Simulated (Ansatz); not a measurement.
# GaN: the cell at several levels of theory

One table from this session's results is given with a row withheld; the runs are named, their logs left out.

Program: Ansatz 0.2.0. PAW datasets, plane waves, zero pressure. No spin polarisation and no zero-point or thermal motion.

## The cell

This is the cell as the run starts from it, not yet at rest; its lengths are not the crystal's.

The symmetry is P6_3mc (No. 186, hexagonal); conventional cell a = 2.971 Å, c = 4.851 Å, 9.27 Å³ an atom. Near Ga stand 4 N at 1.82 Å; near N stand 4 Ga at 1.82 Å.

As a file:

```cif
data_structure
_symmetry_space_group_name_H-M 'P6_3mc'
_symmetry_Int_Tables_number 186
_cell_length_a 2.9709
_cell_length_b 2.9709
_cell_length_c 4.8515
_cell_angle_alpha 90.000
_cell_angle_beta 90.000
_cell_angle_gamma 120.000
_cell_volume 37.08
loop_
_atom_site_label
_atom_site_type_symbol
_atom_site_symmetry_multiplicity
_atom_site_Wyckoff_symbol
_atom_site_fract_x
_atom_site_fract_y
_atom_site_fract_z
_atom_site_occupancy
Ga1 Ga 2 b 0.33333 0.66667 0.00000 1
N1 N 2 b 0.33333 0.66667 0.37500 1
```

Set-up of the first run:

input.yaml

```yaml
crystal:
  lattice:
    - [2.9709044594, 0.0, 0.0]
    - [-1.4854522297, 2.572878734, 0.0]
    - [0.0, 0.0, 4.8514869821]
  atoms:
    - { symbol: Ga, position: [0.3333333333, 0.6666666667, 0.0] }
    - { symbol: Ga, position: [0.6666666667, 0.3333333333, 0.5] }
    - { symbol: "N", position: [0.3333333333, 0.6666666667, 0.375] }
    - { symbol: "N", position: [0.6666666667, 0.3333333333, 0.875] }
kpoints:
  mp_grid: { grid: [12, 12, 6] }
hamiltonian:
  xc: pbe
scf:
  occupations: { method: fermi_dirac, width: 0.02 }
relax:
  f_tol: 0.005
  cell: {}
```

Run with:

```console
$ ansatz run input.yaml --threads 4 --pin off --max-ram 7372MiB --backend cpu --events-out ev --progress --plain --runs-dir out
```

Steps of the session up to this table: PBE: cell and atoms; Relaxation with r2SCAN; PBEsol: cell and atoms; Relaxation with LDA; HSE06: cell and atoms.

One of the session's tables, all rows but one given; the rest of the session is left out.

| level | a (Å) | c (Å) | volume (Å³/atom) |
| --- | --- | --- | --- |
| PBE | ? | ? | ? |
| r2SCAN | 3.183 | 5.184 | 11.372 |
| PBEsol | 3.183 | 5.185 | 11.371 |
| LDA | 3.152 | 5.138 | 11.051 |
| HSE06 | 3.185 | 5.177 | 11.370 |

Estimate the missing values for PBE.

As computed: a (Å): 3.218; c (Å): 5.243; volume (Å³/atom): 11.758. In the column «a (Å)» it is the highest.

Caveats from the session: The calculation is for a static lattice, without the thermal expansion and zero-point motion that a measured cell holds.
